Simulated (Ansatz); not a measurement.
# SbPt: do energies and stresses tell the same story?

These are results of DFT r2SCAN, scalar-relativistic, plane waves, PAW (Ansatz 0.2.0), not measurements.

Plane waves to 500 eV, a k mesh through Γ of 12×12×8 on the computed 4-atom cell and Gaussian smearing (0.10 eV); no spin polarisation.

Relaxed cell: P6_3/mmc, a = 4.182 Å, b = 4.182 Å, c = 5.519 Å, α = 90.00°, β = 90.00°, γ = 120.00°, 4 atoms in the primitive cell. Whether it is the stable form of this composition wasn't checked.

Energies at zero smearing and pressures from the stress tensor, at volumes with shape and atoms relaxed:
```json
{"V (Å³/atom)": "18.392", "E − E(first) (meV/atom)": "0.00", "P (GPa)": "24.19"}
{"V (Å³/atom)": "19.019", "E − E(first) (meV/atom)": "-79.13", "P (GPa)": "16.43"}
{"V (Å³/atom)": "19.645", "E − E(first) (meV/atom)": "-130.27", "P (GPa)": "9.91"}
{"V (Å³/atom)": "20.272", "E − E(first) (meV/atom)": "-158.03", "P (GPa)": "4.50"}
{"V (Å³/atom)": "20.899", "E − E(first) (meV/atom)": "-166.52", "P (GPa)": "0.00"}
{"V (Å³/atom)": "21.526", "E − E(first) (meV/atom)": "-158.88", "P (GPa)": "-3.76"}
{"V (Å³/atom)": "22.153", "E − E(first) (meV/atom)": "-137.73", "P (GPa)": "-6.88"}
{"V (Å³/atom)": "22.989", "E − E(first) (meV/atom)": "-92.60", "P (GPa)": "-10.22"}
```

Question: Check P = −dE/dV between neighbouring volumes, and get the bulk modulus from the pressures alone.

Answer: With 1 eV/Å³ = 160.2 GPa:
```json
{"middle V (Å³/atom)": "18.705", "−ΔE/ΔV (GPa)": "20.222", "mean P (GPa)": "20.309"}
{"middle V (Å³/atom)": "19.332", "−ΔE/ΔV (GPa)": "13.067", "mean P (GPa)": "13.169"}
{"middle V (Å³/atom)": "19.959", "−ΔE/ΔV (GPa)": "7.093", "mean P (GPa)": "7.205"}
{"middle V (Å³/atom)": "20.586", "−ΔE/ΔV (GPa)": "2.171", "mean P (GPa)": "2.249"}
{"middle V (Å³/atom)": "21.213", "−ΔE/ΔV (GPa)": "-1.953", "mean P (GPa)": "-1.881"}
{"middle V (Å³/atom)": "21.840", "−ΔE/ΔV (GPa)": "-5.403", "mean P (GPa)": "-5.322"}
{"middle V (Å³/atom)": "22.571", "−ΔE/ΔV (GPa)": "-8.650", "mean P (GPa)": "-8.552"}
```

The two differ by 0.11 GPa at most. The mean of two end pressures misses the average over a step by about ΔV² P″/12, up to 0.12 GPa here; with that taken off 0.04 GPa remains. The stress is the derivative of the free energy, not of the energy at zero smearing, and with free energies 0.01 GPa remains. Around V = 20.899 Å³/atom, the two neighbours give B = −V ΔP/ΔV = 20.899 × 8.26 / 1.254 = 137.7 GPa, against B0 = 137.1 GPa from the Birch–Murnaghan fit of the energies.

Spin–orbit coupling is left out, which can shift energies with elements as heavy as these.